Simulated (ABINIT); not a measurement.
# GaN (P6_3mc) in ABINIT: settings compared

One crystal, GaN, is run at these levels: revPBE, PW91, WC; tasks: band structure.

All numbers are computed with ABINIT 10.8.3 (patched build); they aren't measurements. Logs are shortened: lines on timing, memory, paths and dates and some standing lists are left out, and cuts for length are marked. The log counts tension as positive stress, the text compression.

**Measured values to compare with.**

“Studying electronic properties in GaN without electrical contacts using γ-γ vs e−-γ Perturbed Angular Correlations”, 2019, pmc:6823545 quotes, for a bulk crystal of GaN: band gap 3.503 ± 0.005 eV (direct).

The results are compared with them further down.

**1. Starting point**

Symmetry: P6_3mc, No. 186, hexagonal system. The conventional cell has a = 3.180 Å, b = 3.180 Å, c = 5.166 Å, α = 90.00°, β = 90.00°, γ = 120.00°. Ga (site symmetry 3m) is surrounded by 4 N at 1.94 to 1.95 Å. N (site symmetry 3m) is surrounded by 4 Ga at 1.94 to 1.95 Å.

**2. Band structure, revPBE**

The input, run.abi:

```
ndtset 2

pp_dirpath "./"
pseudos "Ga.GGA_PBE-JTH.xml, N.GGA_PBE-JTH.xml"

acell 3*1.0
rprim
     6.0093290763     0.0000000000     0.0000000000
    -3.0046645382     5.2042316397     0.0000000000
     0.0000000000     0.0000000000     9.7623251598
ntypat 2
znucl 31 7
natom 4
typat 1 1 2 2
xred
     0.6666666667     0.3333333333     0.5000000000
     0.3333333333     0.6666666667     0.0000000000
     0.6666666667     0.3333333333     0.8750000000
     0.3333333333     0.6666666667     0.3750000000

ecut 31.0
pawecutdg 53.0
pawxcdev 0

ixc 14

occopt 3
tsmear 0.05 eV

nstep 100

iomode 3
prtwf 0
prteig 0
prtebands 0
enunit 1
prtden1 1

kptopt1 1
ngkpt1 10 10 5
nshiftk1 1
shiftk1 0.0 0.0 0.0
nband1 22
tolvrs1 1.0e-9

iscf2 -2
getden2 1
nband2 28
nbdbuf2 4
tolwfr2 1.0e-11
kptopt2 -7
ndivsm2 6
prteig2 1
prtvol2 -3
kptbounds2
     0.0000000000     0.0000000000     0.0000000000
     0.5000000000     0.0000000000     0.0000000000
     0.3333333333     0.3333333333     0.0000000000
     0.0000000000     0.0000000000     0.0000000000
     0.0000000000     0.0000000000     0.5000000000
     0.5000000000     0.0000000000     0.5000000000
     0.3333333333     0.3333333333     0.5000000000
     0.0000000000     0.0000000000     0.5000000000
```

Potentials or basis: JTH PAW PBE v2.0.

Started as:

```sh
> abinit run.abi > log 2>&1
```

run.abo:

```text
.Version 10.8.3 of ABINIT
 DATASET    1 : space group P6_3 m c (#186); Bravais hP (primitive hexag.)
================================================================================
 Values of the parameters that define the memory need for DATASET  1.
     intxc =       0    ionmov =       0      iscf =      17    lmnmax =      18
     lnmax =       6     mgfft =      50  mpssoang =       3    mqgrid =    3200
     natom =       4  nloc_mem =       2    nspden =       1   nspinor =       1
    nsppol =       1      nsym =      12    n1xccc =       1    ntypat =       2
    occopt =       3   xclevel =       2
       mpw =        2541          nfft =       51200          nkpt =          42
 PAW method is used; the additional fine FFT grid is defined by:
   mgfftf=        64    nfftf =    102400
================================================================================
================================================================================

 DATASET    2 : space group P6_3 m c (#186); Bravais hP (primitive hexag.)
================================================================================
 Values of the parameters that define the memory need for DATASET  2.
     intxc =       0    ionmov =       0      iscf =      -2    lmnmax =      18
     lnmax =       6     mgfft =      50  mpssoang =       3    mqgrid =    3200
     natom =       4  nloc_mem =       2    nspden =       1   nspinor =       1
    nsppol =       1      nsym =      12    n1xccc =       1    ntypat =       2
    occopt =       3   xclevel =       2
       mpw =        2545          nfft =       51200          nkpt =          67
 PAW method is used; the additional fine FFT grid is defined by:
   mgfftf=        64    nfftf =    102400
================================================================================
================================================================================

--------------------------------------------------------------------------------
------------- Echo of variables that govern the present computation ------------
--------------------------------------------------------------------------------
 -outvars: echo values of preprocessed input variables --------
            acell      1.0000000000E+00  1.0000000000E+00  1.0000000000E+00 Bohr
              amu      6.97230000E+01  1.40067400E+01
             ecut      3.10000000E+01 Hartree
           enunit           1
           getden1          0
           getden2          1
             iscf1         17
             iscf2         -2
              ixc          14
           jdtset        1    2
           kptopt1          1
           kptopt2         -7
         kptrlatt       10    0    0      0   10    0      0    0    5
          kptrlen1     4.88116258E+01
          kptrlen2     3.00000000E+01
            natom           4
            nband1         22
            nband2         28
           nbdbuf1          0
           nbdbuf2          4
           ndtset           2
           ndivsm1          0
           ndivsm2          6
            ngfft          32      32      50
          ngfftdg          40      40      64
             nkpt1         42
             nkpt2         67
            nstep         100
             nsym          12
           ntypat           2
           occopt           3
        pawecutdg      5.30000000E+01 Hartree
         pawxcdev           0
        prtebands           0
           prteig1          0
           prteig2          1
           prtvol1          0
           prtvol2         -3
            prtwf           0
            rprim      6.0093290763E+00  0.0000000000E+00  0.0000000000E+00
                      -3.0046645382E+00  5.2042316397E+00  0.0000000000E+00
                       0.0000000000E+00  0.0000000000E+00  9.7623251598E+00
           shiftk1     0.00000000E+00  0.00000000E+00  0.00000000E+00
           shiftk2     5.00000000E-01  5.00000000E-01  5.00000000E-01
[... 288 lines left out ...]
 -4.0795E-02  1.8195E-01  1.8195E-01  2.1882E-01  2.2096E-01  2.2096E-01
  2.9385E-01  3.8031E-01  5.6335E-01  5.8734E-01  5.8734E-01  6.2131E-01
  6.5479E-01  6.5479E-01  7.6071E-01  7.9687E-01
 Non-SCF case, kpt    2 (  0.04545  0.00000  0.00000), residuals and eigenvalues=
[... 645 lines left out ...]
 -2.6283E-01 -2.6283E-01 -2.6167E-01 -2.6167E-01 -2.5986E-01 -2.5986E-01
  7.8727E-02  7.8727E-02  1.9673E-01  1.9673E-01  1.9977E-01  1.9977E-01
  3.8356E-01  3.8356E-01  5.3372E-01  5.3372E-01  6.0506E-01  6.0506E-01
  6.0813E-01  6.0813E-01  8.2757E-01  8.2757E-01
 Non-SCF case, kpt   67 (  0.00000  0.00000  0.50000), residuals and eigenvalues=
  6.57E-12  4.25E-12  6.73E-12  2.28E-12  3.72E-12  8.18E-12  1.96E-12  9.11E-12
  2.69E-12  8.40E-12  6.75E-12  9.90E-12  3.50E-12  6.57E-12  6.17E-12  3.05E-12
  8.21E-12  1.92E-12  4.70E-12  7.25E-12  4.74E-12  5.04E-12  4.57E-12  2.52E-12
  5.02E-12  5.99E-12  2.59E-08  3.96E-08
 -3.4962E-01 -3.4962E-01 -2.7243E-01 -2.7243E-01 -2.7243E-01 -2.7243E-01
 -2.6166E-01 -2.6166E-01 -2.6166E-01 -2.6166E-01 -2.6138E-01 -2.6138E-01
  7.8829E-02  7.8829E-02  2.0097E-01  2.0097E-01  2.0097E-01  2.0097E-01
  3.7972E-01  3.7972E-01  5.3685E-01  5.3685E-01  6.0609E-01  6.0609E-01
  6.0609E-01  6.0609E-01  8.2535E-01  8.2535E-01

--- !ResultsGS
iteration_state: {dtset: 2, }
comment   : Summary of ground state results
lattice_vectors:
- [  6.0093291,   0.0000000,   0.0000000, ]
- [ -3.0046645,   5.2042316,   0.0000000, ]
- [  0.0000000,   0.0000000,   9.7623252, ]
lattice_lengths: [   6.00933,    6.00933,    9.76233, ]
lattice_angles: [ 90.000,  90.000, 120.000, ] # degrees, (23, 13, 12)
lattice_volume:   3.0530638E+02
convergence: {deltae:  0.000E+00, res2:  0.000E+00, residm:  9.993E-12, diffor:  0.000E+00, }
etotal    :  -1.78128781E+02
entropy   :   0.00000000E+00
fermie    :   2.58753627E-01
cartesian_stress_tensor: null
pressure_GPa: null
xred      :
- [  6.6667E-01,   3.3333E-01,   5.0000E-01, Ga]
- [  3.3333E-01,   6.6667E-01,   0.0000E+00, Ga]
- [  6.6667E-01,   3.3333E-01,   8.7500E-01,  N]
- [  3.3333E-01,   6.6667E-01,   3.7500E-01,  N]
cartesian_forces: null
force_length_stats: {min: null, max: null, mean: null, }
...

 Integrated electronic density in atomic spheres:
 ------------------------------------------------
 Atom  Sphere_radius  Integrated_density
    1        2.10359         11.18602578
    2        2.10359         11.18602578
    3        1.20497          2.55887459
    4        1.20497          2.55887459

================================================================================

 ----iterations are completed or convergence reached----

 Mean square residual over all n,k,spin=   50.039E-13; max=  99.926E-13
 reduced coordinates (array xred) for    4 atoms
       0.666666666667      0.333333333333      0.500000000000
       0.333333333333      0.666666666667      0.000000000000
       0.666666666667      0.333333333333      0.875000000000
       0.333333333333      0.666666666667      0.375000000000

 cartesian coordinates (angstrom) at end:
    1      1.58999999890987     0.91798692737376     2.58299999824324
    2     -0.00000000001764     1.83597385474752     0.00000000000000
    3      1.58999999890987     0.91798692737376     4.52024999692566
    4     -0.00000000001764     1.83597385474752     1.93724999868243
 length scales=  1.000000000000  1.000000000000  1.000000000000 bohr
              =  0.529177210544  0.529177210544  0.529177210544 angstroms
 Eigenvalues (   eV  ) for nkpt=  67  k points:
 kpt#   1, nband= 28, wtk=  1.00000, kpt=  0.0000  0.0000  0.0000 (reduced coord)
 -10.09364   -9.13562   -7.45556   -7.43459   -7.43459   -7.37090   -7.37090   -7.18133
  -7.18133   -7.07859   -7.07859   -5.85113   -1.11008    4.95124    4.95124    5.95430
   6.01256    6.01256    7.99595   10.34886   15.32947   15.98237   15.98237   16.90665
  17.81777   17.81777   20.70008   21.68381
 kpt#   2, nband= 28, wtk=  1.00000, kpt=  0.0455  0.0000  0.0000 (reduced coord)
 -10.07283   -9.13011   -7.45332   -7.43149   -7.42839   -7.36878   -7.36672   -7.18311
  -7.18165   -7.08241   -7.07809   -5.83662   -1.08029    4.78903    4.90601    5.79032
   5.93635    5.99452    8.20108   10.48989   15.28307   15.80243   16.03891   16.94713
  17.69419   17.86586   20.44557   21.53191
 kpt#   3, nband= 28, wtk=  1.00000, kpt=  0.0909  0.0000  0.0000 (reduced coord)
 -10.01197   -9.11451   -7.44550   -7.42272   -7.41044   -7.36167   -7.35447   -7.18831
  -7.18218   -7.09282   -7.07667   -5.79403   -0.99176    4.34965    4.77840    5.29835
   5.87188    5.94008    8.65274   10.85734   15.07571   15.44204   16.19612   17.00130
  17.43893   17.99887   19.88059   21.24895
 kpt#   4, nband= 28, wtk=  1.00000, kpt=  0.1364  0.0000  0.0000 (reduced coord)
  -9.91595   -9.09137   -7.43229   -7.40984   -7.38095   -7.34592   -7.33512   -7.19644
[... 304 lines left out ...]
  -9.46297   -9.46297   -7.40547   -7.40547   -7.39907   -7.39907   -7.17965   -7.17965
  -7.12069   -7.12069   -7.01434   -7.01434    2.12662    2.12662    5.05375    5.05375
   5.33732    5.33732   10.70676   10.70676   14.29818   14.29818   16.39099   16.39099
  16.71092   16.71092   22.55775   22.55776
 kpt#  66, nband= 28, wtk=  1.00000, kpt=  0.0256  0.0256  0.5000 (reduced coord)
  -9.50060   -9.50060   -7.41136   -7.41136   -7.40965   -7.40965   -7.15201   -7.15201
  -7.12039   -7.12039   -7.07127   -7.07127    2.14227    2.14227    5.35320    5.35320
   5.43608    5.43608   10.43712   10.43712   14.52316   14.52316   16.46458   16.46458
  16.54806   16.54806   22.51931   22.51931
 kpt#  67, nband= 28, wtk=  1.00000, kpt=  0.0000  0.0000  0.5000 (reduced coord)
  -9.51366   -9.51366   -7.41330   -7.41330   -7.41330   -7.41330   -7.12026   -7.12026
  -7.12026   -7.12026   -7.11243   -7.11243    2.14505    2.14505    5.46863    5.46863
   5.46863    5.46863   10.33280   10.33280   14.60847   14.60847   16.49257   16.49257
  16.49257   16.49257   22.45885   22.45885

== END DATASET(S) ==============================================================
================================================================================

 -outvars: echo values of variables after computation  --------
            acell      1.0000000000E+00  1.0000000000E+00  1.0000000000E+00 Bohr
           etotal1    -1.7812878122E+02
            fcart1     1.7923100492E-28 -1.0347906894E-28 -2.7543345940E-03
                      -1.7923100492E-28  1.0347906894E-28 -2.7543345940E-03
                      -1.7923100492E-28  1.0347906894E-28  2.7543345940E-03
                       1.7923100492E-28 -1.0347906894E-28  2.7543345940E-03
            rprim      6.0093290763E+00  0.0000000000E+00  0.0000000000E+00
                      -3.0046645382E+00  5.2042316397E+00  0.0000000000E+00
                       0.0000000000E+00  0.0000000000E+00  9.7623251598E+00
           strten1    -3.4934033282E-04 -3.4934033223E-04 -4.2182798103E-04
                       0.0000000000E+00  0.0000000000E+00  1.9487582432E-13
           xangst      1.5899999989E+00  9.1798692737E-01  2.5829999982E+00
                      -1.7639790514E-11  1.8359738547E+00  0.0000000000E+00
                       1.5899999989E+00  9.1798692737E-01  4.5202499969E+00
                      -1.7639790514E-11  1.8359738547E+00  1.9372499987E+00
             xred      6.6666666667E-01  3.3333333333E-01  5.0000000000E-01
                       3.3333333333E-01  6.6666666667E-01  0.0000000000E+00
                       6.6666666667E-01  3.3333333333E-01  8.7500000000E-01
                       3.3333333333E-01  6.6666666667E-01  3.7500000000E-01
 Calculation completed.
```

Run time: 2.9 min. Hardware: 1 thread of Arm Neoverse V1, shared host; peak memory 0.18 GiB.

What came out:

```
Free energy                                           : -4847.1311 eV
Pressure                                              : 11.0 GPa
Largest force                                         : 0.142 eV/Å
Band gap on the k mesh                                : 1.98 eV, direct
Band gap along the path                               : 1.98 eV, direct
Valence electrons inside the program's atomic spheres : Ga 11.19; N 2.56
```

Forces on the atoms (eV/Å):
```
Ga   0.000  0.000 -0.142
Ga   0.000  0.000 -0.142
N    0.000  0.000  0.142
N    0.000  0.000  0.142
```

Levels at the corners of the path, in eV from the valence-band top:
| point | band 16 | band 17 | band 18 | band 19 | band 20 | band 21 |
| --- | --- | --- | --- | --- | --- | --- |
| Γ | -0.06 | 0.00 | 0.00 | 1.98 | 4.34 | 9.32 |
| M | -2.78 | -2.25 | -0.99 | 5.13 | 5.64 | 6.12 |
| K | -3.03 | -3.03 | -2.71 | 5.18 | 7.91 | 7.91 |
| Γ | -0.06 | 0.00 | 0.00 | 1.98 | 4.34 | 9.32 |
| A | -0.54 | -0.54 | -0.54 | 4.32 | 4.32 | 8.60 |
| L | -1.96 | -1.92 | -1.92 | 4.47 | 4.47 | 7.88 |
| H | -4.21 | -1.51 | -1.51 | 6.52 | 6.52 | 7.38 |
| A | -0.54 | -0.54 | -0.54 | 4.32 | 4.32 | 8.60 |

Caveat: the PAW data sets were made with another functional, which shifts forces and pressure a little.

(Continued in part 2 of 2.)
